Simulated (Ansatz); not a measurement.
## CuI: deformation potentials from a series

```xyz
4
Lattice="3.7332 -3.7111 0.0000 3.7332 3.7111 0.0000 0.0000 0.0000 4.3070" Properties=species:S:1:pos:R:3 pbc="T T T"
Cu    3.7332    0.5905    3.2302
Cu    3.7332   -0.5905    1.0767
I     3.7332   -2.0043    3.2302
I     3.7332    2.0043    1.0767
```

Atoms are numbered in the order listed.

The conventional cell has a = 7.466 Å, b = 7.422 Å, c = 4.307 Å, α = 90.00°, β = 90.00°, γ = 90.00°. Cu (atom 1) has 2 Cu at 2.46 Å and 3 I at 2.58 to 2.59 Å as nearest neighbours. I (atom 3) is surrounded by 3 Cu at 2.58 to 2.59 Å.

Structure from Materials Project entry mp-1007922 (possibly hypothetical), not relaxed further.

No spin–orbit coupling, which matters for the heavy atoms here.

All numbers below come from Ansatz 0.2.0, DFT, PBE, all-electron LAPW, scalar-relativistic.

Numerical set-up: a Γ-centred 5×5×6 k mesh, Fermi–Dirac smearing of 0.02 eV, basis error target 0.5 meV/atom, no spin polarisation.

The cell is scaled evenly. Fractional coordinates are held (clamped ions).

Only quantities that a quadratic follows smoothly over the whole series are listed; rougher ones are left out.

```tsv
ln(V/Vcell)	direct gap at Γ (eV)	smallest gap on mesh and path (eV)
-0.0619	1.088	1.088
-0.0408	1.063	1.063
-0.0202	1.040	1.040
-0.0101	1.029	1.029
0.0000	1.019	1.019
0.0100	1.009	1.009
0.0198	0.999	0.999
0.0583	0.964	0.964
```

(1) Fit the series and give the slopes at zero strain.

(2) One run, at ln(V/Vcell) = 0.0392, is withheld. Predict its row.

## Answers

(1) Least-squares fits y = p0 + p1 x + p2 x² to the rows give direct gap at Γ (eV): p1 = -1.02, p2 = 1.5; smallest gap on mesh and path (eV): p1 = -1.02, p2 = 1.5. So dEg/dln V = -1.0 eV for the direct gap at Γ, the fundamental gap of this crystal. Semilocal gaps are too small, but their slopes carry over better.

(2) The fits give 0.981, 0.981; the run gave 0.981, 0.981.
